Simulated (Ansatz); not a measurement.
# MnS (F-43m) in Ansatz: notebook, part 2 of 2

Ansatz 0.2.0. Earlier steps stand in the parts before.

### Step 3. Relaxation of cell and atoms, PBEsol+U, collinear spin, ferromagnetic start

Input file input.yaml:

```yaml
crystal:
  lattice:
    - [0.0, 2.4734634191, 2.4734634191]
    - [2.4734634191, 0.0, 2.4734634191]
    - [2.4734634191, 2.4734634191, 0.0]
  atoms:
    - { symbol: Mn, position: [0.0, 0.0, 0.0], spin: 4.0 }
    - { symbol: S, position: [0.75, 0.75, 0.75] }
hamiltonian:
  xc: pbesol
  pseudopotentials: { kind: paw }
  hubbard: { sites: [{ species: Mn, l: d, u_eff: 2.0 }] }
magnetization:
  spin_polarized: true
kpoints:
  mp_grid: { grid: [9, 9, 9] }
scf:
  occupations: { method: fermi_dirac, width: 0.05 }
output:
  forces: true
  stress: true
  eigenvalues: true
relax:
  f_tol: 0.01
  max_steps: 40
  cell: { stress_tol: 0.05 }
```

Potentials or basis: Ansatz PAW.

Launch:

```
ansatz run input.yaml --threads 2 --pin off --max-ram 5632MiB --backend cpu --events-out ev --progress --plain --runs-dir out
```

Log:

```text
Warning: RAYON_NUM_THREADS=2 ignored (pool sized by the plan → 2); use --threads N
Mn: projections on atomic orbitals take those of the free atom [Ne] 3s2 3p6 3d5 4s2, of charge +0.00 (hamiltonian.pseudopotentials.projection_atoms); the dataset's partial waves leave at most 9.0e-7 of an orbital's norm unspanned inside its sphere
S: projections on atomic orbitals take those of the free atom [Ne] 3s2 3p4, of charge +0.00 (hamiltonian.pseudopotentials.projection_atoms); the dataset's partial waves leave at most 1.6e-7 of an orbital's norm unspanned inside its sphere
Engine: ansatz 0.2.0, aarch64-unknown-linux-gnu
Pseudopotentials: kind: paw
Pseudopotential: Mn, paw, valence charge 15, recommended cutoff 420 eV (normal), Mn.paw.azcp
Pseudopotential: S, paw, valence charge 6, recommended cutoff 420 eV (normal), S.paw.azcp
Functional definition: PBEsol
  exchange = pbesol_x
  correlation = pbesol_c
Crystal: 2 atoms, lattice volume = 30.265 Å³
Basis set: ecut = 420 eV, 609 PW (Γ), exchange–correlation on 48×48×48 points (8 copies of the dense FFT grid, shifted against one another)
Bands: 17, of which v1, the nominal top of the filled ones, is band 11 counted from 1 (10 counted from 0)
Symmetry: 24 space group operations
Space group: F-43m (ITA 216), of the structure as read, at distance tolerance 3.1e-5 Å
Magnetic group: BNS 216.74 (UNI 1576), of the structure as read, at distance tolerance 3.1e-5 Å
k-points: 35 of 729 (time reversal used)
Non-local potential: Mn, projectors of the file, l = 0: 3, l = 1: 2, l = 2: 3, l = 3: 1
Non-local potential: S, projectors of the file, l = 0: 2, l = 1: 2, l = 2: 2
PAW form: soft (Blöchl's): semilocal exchange-correlation on the pseudo side does not see the compensation charge
PAW frozen core: Mn, regenerated for the run's functional, and the local potential with it (the file was generated under x = pbe(κ = 0.804, μ = 0.2195149727645171), c = pbe(β = 0.06672455060314922))
PAW frozen core: S, regenerated for the run's functional, and the local potential with it (the file was generated under x = pbe(κ = 0.804, μ = 0.2195149727645171), c = pbe(β = 0.06672455060314922))
PAW one-centre angular grid: Mn, 590 points (default); XC on 64 Gauss nodes
PAW one-centre angular grid: S, 110 points (default); XC on 64 Gauss nodes
Initial density: superposition of atomic densities (chi_scale 0.1, normalization cell, long waves kept (reshape's long-wave potential 0.00 eV rms))
Starting moments: Σ|m| = 4 μB on 1 of 2 sites
Initial wavefunctions: pseudopotential atomic-orbital guess
Functional: x = pbesol(κ = 0.804, μ = 0.12345679012345678), c = pbesol(β = 0.046)
SCF iter   1: F=—  HF=-4753.306804 eV  |F-HF|=—  |Δ(HF+E_count)|=         —  Δρ=6.33e-2 (↑5.09e-2 ↓6.33e-2)  dr2=3.99e0  dr2_m=3.42e-2  M=3.685 μB ∫|m|=3.686 μB  β_m=0.30  ethr=3.10e-3  ⟨swp⟩=5.2  Hψ=5999  notcnv=0
preconditioner: auto → Kerker (q_TF=auto, 2.567 Å⁻¹)  [metal: Δε(μ)=0.059 eV  Ē_g=11.470 eV  σ=0.050 eV  W_gap=0.27  n_scr=14 (ndim 8)  ℏωp=24.3 eV  f_vac=0.000  D(μ)=1.91/eV (n_scr^D=14)]
[... 208 lines left out ...]
Absolute magnetization: 5.0000 μB (∫|ρ↑−ρ↓|, with the PAW one-centre terms)
Spin contamination: 0.0125 ħ² per cell (⟨S²⟩ above its minimum at these occupations)
Per-site moments (μB) at R_I (Å): [(4.28491590495345, 1.0038253911603006), (0.08599556063311863, 1.0038253911603006)]
Free energy (F): -4753.921638 eV
Harris-Foulkes:  -4753.921638 eV  (|F-HF|=9.09e-13)
Internal energy: -4753.921618 eV  (E = F + TS)
E sigma→0 (E₀):  -4753.921628 eV
Entropy (-TS):   -0.000020 eV (-0.010 meV/atom)
Fermi energy:    7.437950 eV
--- Per-component energies (eV) ---
  E_band       = -366.211037
  E_kinetic    = 404.312958
  E_local      = -2804.205527  (includes V_loc(G=0)·N_el)
  E_nonlocal   = 281.761081
  E_hartree    = 1147.668965
  E_xc         = -205.694264
  E_vxc        = -228.062787  (∫ρ·V_xc dr)
  E_hubbard    = 0.338751  (on-site DFT+U / exact-exchange correction)
  E_vhub       = -4.612314  (the Hubbard potential's part of the band-sum identity)
  E_paw        = -1860.362796  (= ΣΔE_a)
  E_vpaw       = -310.742364  (= ΣTr[D̂ρ^β])
  E_aug_tail   = -0.000008  (compensation charges beyond the density's cutoff)
  E_ewald      = -1717.972378
  E_core_change = 0.231600  (= ΣΔE_core)
  E_smearing   = -0.000020  (= −TS)
  E_closure    = -0.000000  (closes the sum)
  Σ components = -4753.921638   (vs F -4753.921638, Δ=0.00e0)
--- Forces (eV/Å), atoms counted from 1 ---
  atom   1  Mn    -0.00000000     0.00000000    -0.00000000
  atom   2  S     -0.00000000    -0.00000000    -0.00000000
  max |Σ_I F_I| component: 1.85e-17 eV/Å
--- Stress (GPa, compression-positive) ---
        0.015115      -0.000000      -0.000000
       -0.000000       0.015115       0.000000
       -0.000000       0.000000       0.015115
  P = ⅓ Tr σ = 0.0151 GPa (0.151 kbar)
--- Band table (eV; the first three rows and the last of 70) ---
  k-point 0 ↑: bands = ["-74.6869", "-43.5528", "-43.5528", "-43.5528", "-6.4993", "1.6435", "1.6435", "1.6435", "2.8979", "2.8979", "7.1583", "7.1583", "7.1583", "8.0394", "12.9333", "12.9333", "12.9333"]
  k-point 1 ↑: bands = ["-74.6869", "-43.5531", "-43.5528", "-43.5528", "-6.4295", "1.5881", "1.6766", "1.6766", "2.8920", "2.8920", "6.3651", "7.0331", "7.0331", "8.7355", "12.8027", "13.1181", "13.1181"]
  k-point 2 ↑: bands = ["-74.6868", "-43.5540", "-43.5530", "-43.5530", "-6.2457", "1.4815", "1.7543", "1.7543", "2.8935", "2.8935", "5.2007", "6.7287", "6.7287", "9.5400", "12.7843", "13.4346", "13.4346"]
  k-point 34 ↓: bands = ["-69.9084", "-38.8569", "-38.8558", "-38.8549", "-5.3309", "2.8603", "3.2429", "3.9424", "7.9582", "8.6016", "9.2165", "9.4669", "9.9246", "13.1405", "14.1788", "14.4470", "15.7872"]
--- Relaxed structure (8 steps of the walk, 8 accepted, 2 SCFs on fresh bases) ---
  F+E_penalty+E_count = -4753.92163771 eV   max|allowed force component| = 1.330e-17 eV/Å   (the final SCF, on the basis selected at the relaxed cell)
  cell:  # Å, volume = 44.3752 Å³
    - [-2.171244721279599e-33, 2.809982350573484, 2.809982350573484]
    - [2.809982350573484, 6.030179288582224e-34, 2.809982350573484]
    - [2.809982350573484, 2.809982350573484, 5.722275689530134e-33]
  atoms:
    - { symbol: Mn, position: [-1.070625768339041e-34, -3.211877305017124e-34, 4.5744919192668135e-34] }
    - { symbol: S, position: [0.7500000000000001, 0.7500000000000001, 0.7500000000000001] }
```

Run time: 32 s. Hardware: 2 threads of Arm Neoverse V1, shared host; peak memory 0.39 GiB.

Results:

```
Free energy                            : -4753.9216 eV
Relaxed volume                         : 22.19 Å³/atom
Relaxed cell                           : a = 3.974 Å, b = 3.974 Å, c = 3.974 Å, α = 60.00°, β = 60.00°, γ = 60.00°
Space group after relaxing (to 0.05 Å) : F-43m (No. 216)
Energy gained by relaxing              : 653.6 meV/atom
Ionic steps                            : 11
Pressure after relaxing                : 0.0 GPa
Band gap on the k mesh                 : 0.65 eV, indirect (least direct gap 0.88 eV)
Net moment                             : 5.00 μB per cell
Absolute moment                        : 5.00 μB per cell
Site moments                           : Mn +4.28; S +0.09 μB
```

Step by step:
| step | energy change (eV) | largest force (eV/Å) | volume (Å³) |
| --- | --- | --- | --- |
| 1 | 0.0000 | 0.0000 | 30.27 |
| 2 | -0.7604 | 0.0000 | 34.96 |
| 3 | -1.1934 | 0.0000 | 40.06 |
| 4 | -1.2693 | 0.0000 | 44.15 |
| 5 | -1.2718 | 0.0000 | 43.54 |
| 6 | -1.2718 | 0.0000 | 43.51 |
| 7 | -1.3036 | 0.0000 | 43.51 |
| 8 | -1.3070 | 0.0000 | 44.22 |
| 9 | -1.3071 | 0.0000 | 44.38 |
| 10 | -1.3073 | 0.0000 | 44.38 |
| 11 | -1.3073 | 0.0000 | 44.38 |

Final structure:
```xyz
2
Lattice="0.0000 2.8100 2.8100 2.8100 0.0000 2.8100 2.8100 2.8100 0.0000" Properties=species:S:1:pos:R:3 pbc="T T T"
Mn    0.0000    0.0000    0.0000
S     4.2150    4.2150    4.2150
```

Levels at points of the mesh, in eV from the valence-band top:
Spin up:
```
           k point  band 11  band 12  band 13  band 14  band 15  band 16
(0.00, 0.00, 0.00)     0.00     0.00     0.00     0.88     5.77     5.77
```
Spin down:
```csv
k point,band 4,band 5,band 6,band 7,band 8,band 9,band 10,band 11,band 12,band 13
"(0.00, 0.00, 0.00)",-46.01,-13.36,-2.90,-2.90,-2.90,1.75,1.75,1.91,3.69,3.69
```

Eigenvalues of the final occupation matrices:
```
  site  spin  trace               eigenvalues
site 1     1   4.96  0.99 0.99 0.99 1.00 1.00
site 1     2   0.33  0.03 0.03 0.09 0.09 0.09
```

Caveat: the magnetic or orbital state may not be the lowest; the electronic state changed during the relaxation; the volume moved by over 15 % at a fixed basis, so the end points are rough; odd divisions of the mesh miss points on the zone boundary, where band edges often lie, so the gap on the mesh can be too wide; the plane-wave basis is chosen anew once the cell has moved, so the energies of steps on either side of that aren't comparable; a cell with one magnetic atom can't hold antiferromagnetic order, which such compounds often take; the PAW data sets come from PBE, with cores solved anew for the run's functional, which leaves a small shift of forces and pressure. The state reached can hang on the start; a lower one may exist.

### Step 4. Relaxation of cell and atoms, PBEsol+U, collinear spin, ferromagnetic start

input.yaml, as its differences from that of step 3:

```diff
@@ -11,3 +11,3 @@
   pseudopotentials: { kind: paw }
-  hubbard: { sites: [{ species: Mn, l: d, u_eff: 2.0 }] }
+  hubbard: { sites: [{ species: Mn, l: d, u_eff: 3.0 }] }
 magnetization:
```

Launch:

```
ansatz run input.yaml --threads 2 --pin off --max-ram 5632MiB --backend cpu --events-out ev --progress --plain --runs-dir out
```

Run time: 33 s. Hardware: 2 threads of Arm Neoverse V1, shared host; peak memory 0.38 GiB.

The run converged. Its results:

| Property | Result |
| --- | --- |
| Free energy | -4753.7621 eV |
| Relaxed volume | 22.47 Å³/atom |
| Relaxed cell | a = 3.991 Å, b = 3.991 Å, c = 3.991 Å, α = 60.00°, β = 60.00°, γ = 60.00° |
| Space group after relaxing (to 0.05 Å) | F-43m (No. 216) |
| Energy gained by relaxing | 811.5 meV/atom |
| Ionic steps | 11 |
| Pressure after relaxing | 0.0 GPa |
| Band gap on the k mesh | 1.00 eV, direct |
| Net moment | 5.00 μB per cell |
| Absolute moment | 5.00 μB per cell |
| Site moments | Mn +4.33; S +0.06 μB |

The path:
```tsv
step	energy change (eV)	largest force (eV/Å)	volume (Å³)
1	0.0000	0.0000	30.27
2	-0.9435	0.0000	34.91
3	-1.4780	0.0000	40.01
4	-1.5817	0.0000	43.55
5	-1.5827	0.0000	43.93
6	-1.5827	0.0000	43.96
7	-1.6185	0.0000	43.96
8	-1.6227	0.0000	44.74
9	-1.6229	0.0000	44.95
10	-1.6230	0.0000	44.95
11	-1.6230	0.0000	44.95
```

Final structure:
```
Mn S
1.0
     0.00000    2.82199    2.82199
     2.82199    0.00000    2.82199
     2.82199    2.82199    0.00000
Mn S
1 1
Direct
  0.00000 0.00000 0.00000
  0.75000 0.75000 0.75000
```

Levels at points of the mesh, in eV from the valence-band top:
Spin up:
```
           k point  band 10  band 11  band 12  band 13  band 14  band 15  band 16  band 17
(0.00, 0.00, 0.00)    -4.68     0.00     0.00     0.00     1.00     5.91     5.91     5.91
```
Spin down:
| k point | band 6 | band 7 | band 8 | band 9 | band 10 | band 11 |
| --- | --- | --- | --- | --- | --- | --- |
| (0.00, 0.00, 0.00) | -2.60 | -2.60 | -2.60 | 2.01 | 2.34 | 2.34 |

Eigenvalues of the final occupation matrices:
| site | spin | trace | eigenvalues |
| --- | --- | --- | --- |
| site 1 | 1 | 4.97 | 0.99 0.99 0.99 1.00 1.00 |
| site 1 | 2 | 0.29 | 0.03 0.03 0.08 0.08 0.08 |

Caveat: the magnetic or orbital state may not be the lowest; the electronic state changed during the relaxation; the volume moved by over 15 % at a fixed basis, so the end points are rough; odd divisions of the mesh miss points on the zone boundary, where band edges often lie, so the gap on the mesh can be too wide; the plane-wave basis is chosen anew once the cell has moved, so the energies of steps on either side of that aren't comparable; a cell with one magnetic atom can't hold antiferromagnetic order, which such compounds often take; the PAW data sets come from PBE, with cores solved anew for the run's functional, which leaves a small shift of forces and pressure. The state reached can hang on the start; a lower one may exist.

### Step 5. Relaxation of cell and atoms, PBEsol+U, collinear spin, ferromagnetic start

input.yaml, as its differences from that of step 4:

```diff
@@ -11,3 +11,3 @@
   pseudopotentials: { kind: paw }
-  hubbard: { sites: [{ species: Mn, l: d, u_eff: 3.0 }] }
+  hubbard: { sites: [{ species: Mn, l: d, u_eff: 4.0 }] }
 magnetization:
```

Launch:

```
ansatz run input.yaml --threads 2 --pin off --max-ram 5632MiB --backend cpu --events-out ev --progress --plain --runs-dir out
```

Wall time 33 s (2 threads of Arm Neoverse V1, shared host); peak memory 0.38 GiB.

It converged, with:

- Free energy: -4753.6207 eV
- Relaxed volume: 22.74 Å³/atom
- Relaxed cell: a = 4.007 Å, b = 4.007 Å, c = 4.007 Å, α = 60.00°, β = 60.00°, γ = 60.00°
- Space group after relaxing (to 0.05 Å): F-43m (No. 216)
- Energy gained by relaxing: 941.5 meV/atom
- Ionic steps: 11
- Pressure after relaxing: 0.0 GPa
- Band gap on the k mesh: 1.09 eV, direct
- Net moment: 5.00 μB per cell
- Absolute moment: 5.00 μB per cell
- Site moments: Mn +4.38; S +0.04 μB

Step by step:
| step | energy change (eV) | largest force (eV/Å) | volume (Å³) |
| --- | --- | --- | --- |
| 1 | 0.0000 | 0.0000 | 30.27 |
| 2 | -1.1164 | 0.0000 | 34.91 |
| 3 | -1.7088 | 0.0000 | 40.01 |
| 4 | -1.8334 | 0.0000 | 43.55 |
| 5 | -1.8375 | 0.0000 | 44.42 |
| 6 | -1.8375 | 0.0000 | 44.38 |
| 7 | -1.8774 | 0.0000 | 44.38 |
| 8 | -1.8826 | 0.0000 | 45.25 |
| 9 | -1.8828 | 0.0000 | 45.48 |
| 10 | -1.8830 | 0.0000 | 45.48 |
| 11 | -1.8830 | 0.0000 | 45.48 |

Final structure:
```yaml
crystal:
  lattice:
    - [0.00000, 2.83319, 2.83319]
    - [2.83319, 0.00000, 2.83319]
    - [2.83319, 2.83319, 0.00000]
  atoms:
    - { symbol: Mn, position: [0.00000, 0.00000, 0.00000] }
    - { symbol: S, position: [0.75000, 0.75000, 0.75000] }
```

Levels at points of the mesh, in eV from the valence-band top:
Spin up:
| k point | band 9 | band 10 | band 11 | band 12 | band 13 | band 14 | band 15 | band 16 | band 17 |
| --- | --- | --- | --- | --- | --- | --- | --- | --- | --- |
| (0.00, 0.00, 0.00) | -5.12 | -5.12 | 0.00 | 0.00 | 0.00 | 1.09 | 6.02 | 6.02 | 6.02 |
Spin down:
| k point | band 5 | band 6 | band 7 | band 8 | band 9 | band 10 | band 11 | band 12 |
| --- | --- | --- | --- | --- | --- | --- | --- | --- |
| (0.00, 0.00, 0.00) | -12.94 | -2.34 | -2.34 | -2.34 | 2.09 | 2.90 | 2.90 | 4.52 |

Eigenvalues of the final occupation matrices:
```csv
site,spin,trace,eigenvalues
site 1,1,4.97,0.99 0.99 0.99 1.00 1.00
site 1,2,0.25,0.02 0.02 0.07 0.07 0.07
```

Caveat: the magnetic or orbital state may not be the lowest; the electronic state changed during the relaxation; the volume moved by over 15 % at a fixed basis, so the end points are rough; odd divisions of the mesh miss points on the zone boundary, where band edges often lie, so the gap on the mesh can be too wide; the plane-wave basis is chosen anew once the cell has moved, so the energies of steps on either side of that aren't comparable; a cell with one magnetic atom can't hold antiferromagnetic order, which such compounds often take; the PAW data sets come from PBE, with cores solved anew for the run's functional, which leaves a small shift of forces and pressure.

### Step 6. Relaxation of cell and atoms, PBEsol+U, collinear spin, ferromagnetic start

input.yaml, as its differences from that of step 5:

```diff
@@ -11,3 +11,3 @@
   pseudopotentials: { kind: paw }
-  hubbard: { sites: [{ species: Mn, l: d, u_eff: 4.0 }] }
+  hubbard: { sites: [{ species: Mn, l: d, u_eff: 5.0 }] }
 magnetization:
```

Potentials or basis: Ansatz PAW.

Launch:

```
ansatz run input.yaml --threads 2 --pin off --max-ram 5632MiB --backend cpu --events-out ev --progress --plain --runs-dir out
```

It took 32 s on 2 threads of Arm Neoverse V1, shared host; peak memory 0.39 GiB.

It converged, with:

- Free energy: -4753.4955 eV
- Relaxed volume: 23.00 Å³/atom
- Relaxed cell: a = 4.022 Å, b = 4.022 Å, c = 4.022 Å, α = 60.00°, β = 60.00°, γ = 60.00°
- Space group after relaxing (to 0.05 Å): F-43m (No. 216)
- Energy gained by relaxing: 1040.1 meV/atom
- Ionic steps: 11
- Pressure after relaxing: 0.0 GPa
- Band gap on the k mesh: 1.16 eV, direct
- Net moment: 5.00 μB per cell
- Absolute moment: 5.00 μB per cell
- Site moments: Mn +4.41; S +0.02 μB

The path:
| step | energy change (eV) | largest force (eV/Å) | volume (Å³) |
| --- | --- | --- | --- |
| 1 | 0.0000 | 0.0000 | 30.27 |
| 2 | -1.2408 | 0.0000 | 34.91 |
| 3 | -1.8760 | 0.0000 | 40.01 |
| 4 | -2.0218 | 0.0000 | 43.64 |
| 5 | -2.0295 | 0.0000 | 44.87 |
| 6 | -2.0295 | 0.0000 | 44.78 |
| 7 | -2.0736 | 0.0000 | 44.78 |
| 8 | -2.0798 | 0.0000 | 45.71 |
| 9 | -2.0801 | 0.0000 | 45.99 |
| 10 | -2.0803 | 0.0000 | 45.99 |
| 11 | -2.0803 | 0.0000 | 45.99 |

Final structure:
```cif
data_structure
_symmetry_space_group_name_H-M 'P 1'
_symmetry_Int_Tables_number 1
_cell_length_a 4.0217
_cell_length_b 4.0217
_cell_length_c 4.0217
_cell_angle_alpha 60.000
_cell_angle_beta 60.000
_cell_angle_gamma 60.000
_cell_volume 45.99
loop_
_atom_site_label
_atom_site_type_symbol
_atom_site_fract_x
_atom_site_fract_y
_atom_site_fract_z
_atom_site_occupancy
Mn1 Mn 0.00000 0.00000 0.00000 1
S1 S 0.75000 0.75000 0.75000 1
```

Levels at points of the mesh, in eV from the valence-band top:
Spin up:
```
           k point  band 10  band 11  band 12  band 13  band 14  band 15  band 16  band 17
(0.00, 0.00, 0.00)    -5.59     0.00     0.00     0.00     1.16     6.10     6.10     6.10
```
Spin down:
```tsv
k point	band 6	band 7	band 8	band 9	band 10	band 11
(0.00, 0.00, 0.00)	-2.11	-2.11	-2.11	2.15	3.44	3.44
```

Eigenvalues of the final occupation matrices:
```csv
site,spin,trace,eigenvalues
site 1,1,4.98,0.99 0.99 0.99 1.00 1.00
site 1,2,0.22,0.02 0.02 0.06 0.06 0.06
```

Caveat: the magnetic or orbital state may not be the lowest; the electronic state changed during the relaxation; the volume moved by over 15 % at a fixed basis, so the end points are rough; odd divisions of the mesh miss points on the zone boundary, where band edges often lie, so the gap on the mesh can be too wide; the plane-wave basis is chosen anew once the cell has moved, so the energies of steps on either side of that aren't comparable; a cell with one magnetic atom can't hold antiferromagnetic order, which such compounds often take; the PAW data sets come from PBE, with cores solved anew for the run's functional, which leaves a small shift of forces and pressure. The state reached can hang on the start; a lower one may exist.

### Step 7. Summary

```tsv
U	gap on the mesh (eV)	pressure (GPa)	moment (μB)	relaxed volume (Å³/atom)
Mn d U = 1 eV	0.14	0.0	4.99	21.87
Mn d U = 2 eV	0.65	0.0	5.00	22.19
Mn d U = 3 eV	1.00	0.0	5.00	22.47
Mn d U = 4 eV	1.09	0.0	5.00	22.74
Mn d U = 5 eV	1.16	0.0	5.00	23.00
```

Alike in all rows: task relaxation of cell and atoms; level PBEsol+U; potentials or basis Ansatz PAW; spin collinear, ferromagnetic start; cell relaxed; k mesh 9 × 9 × 9; cutoff (eV) 420; smearing fermi-dirac 0.05 eV.

Caveats: the magnetic or orbital state may not be the lowest; the electronic state changed during the relaxation; the volume moved by over 15 % at a fixed basis, so the end points are rough; odd divisions of the mesh miss points on the zone boundary, where band edges often lie, so the gap on the mesh can be too wide; the plane-wave basis is chosen anew once the cell has moved, so the energies of steps on either side of that aren't comparable; a cell with one magnetic atom can't hold antiferromagnetic order, which such compounds often take; the PAW data sets come from PBE, with cores solved anew for the run's functional, which leaves a small shift of forces and pressure.

Total energies depend on the potentials used, so only differences within one code and one set of settings carry meaning.
